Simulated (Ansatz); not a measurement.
Crystal: CsSnI3.

```
Cs I Sn
1.0
     6.20570    0.00000    0.00000
     0.00000    6.20570    0.00000
     0.00000    0.00000    6.20570
Cs I Sn
1 3 1
Direct
  0.00000 0.00000 0.00000
  0.50000 0.50000 0.00000
  0.50000 0.00000 0.50000
  0.00000 0.50000 0.50000
  0.50000 0.50000 0.50000
```

- Program: Ansatz 0.2.0
- Task: relaxation of cell and atoms
- Functional: PBEsol
- Dispersion: D3(BJ)-ATM
- Potentials or basis: Ansatz PAW
- Cutoff: 420 eV (not typed: the program's choice for these potentials)
- k mesh: 5 × 5 × 5
- Occupations: fermi-dirac, width 0.05 eV
- Spin: no spin polarisation

At the start: volume 47.80 Å³/atom.

Where does the relaxation end?

It ends after 5 steps and the volume is 43.84 Å³/atom (-8.3 %); space group Pm-3m (No. 221, to 0.05 Å).

Step by step:
```
step  energy change (eV)  largest force (eV/Å)  volume (Å³)
   1              0.0000                0.0000       238.99
   2             -0.0706                0.0000       229.35
   3             -0.0992                0.0000       217.18
   4             -0.1000                0.0000       219.20
   5             -0.0980                0.0000       219.20
```

Final structure:
```xyz
5
Lattice="6.0295 0.0000 0.0000 0.0000 6.0295 0.0000 0.0000 0.0000 6.0295" Properties=species:S:1:pos:R:3 pbc="T T T"
Cs    0.0000    0.0000    0.0000
I     3.0147    3.0147    0.0000
I     3.0147    0.0000    3.0147
I     0.0000    3.0147    3.0147
Sn    3.0147    3.0147    3.0147
```

Caveat: the plane-wave basis is chosen anew once the cell has moved, so the energies of steps on either side of that aren't comparable; the PAW data sets come from PBE, with cores solved anew for the run's functional, which leaves a small shift of forces and pressure.
